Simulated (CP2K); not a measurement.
The system is MgS (Niningerite).

```
S Mg
1.0
     3.67929    0.00000    0.00000
     1.83964    3.18636    0.00000
     1.83964    1.06212    3.00413
S Mg
1 1
Direct
  0.50000 0.50000 0.50000
  0.00000 0.00000 0.00000
```

Base run:

```yaml
Program: CP2K 2026.2
Functional: revPBE
Potentials_or_basis: POTENTIAL_UZH S GTH-PBE-q6, Mg GTH-PBE-q10; TZVP-MOLOPT-PBE-GTH basis
Density_cutoff: 19048 eV
k_mesh: 9 × 9 × 9
Occupations: fermi-dirac, width 0.05 eV
Spin: no spin polarisation
```

Its results: band gap on the k mesh 3.01 eV, indirect (least direct gap 3.77 eV); pressure 4.2 GPa.

Q: After a change of settings the same cell gave: band gap on the k mesh 2.81 eV, indirect (least direct gap 3.62 eV); pressure 1.7 GPa. Which change was it?
A. functional from revPBE to rev-vdW-DF2
B. functional from revPBE to LDA
C. functional from revPBE to PBE; occupations from fermi-dirac, width 0.05 eV to fermi-dirac, width 0.0259 eV
D. functional from revPBE to SCAN

A: A.

Caveats: the potentials were made for another functional, which shifts forces and pressure; an odd mesh through Γ misses points on the zone boundary, where band edges often lie; the basis of atomic orbitals isn't converged, which shifts pressures, moduli and gaps.

Not every run made on this cell is shown here.
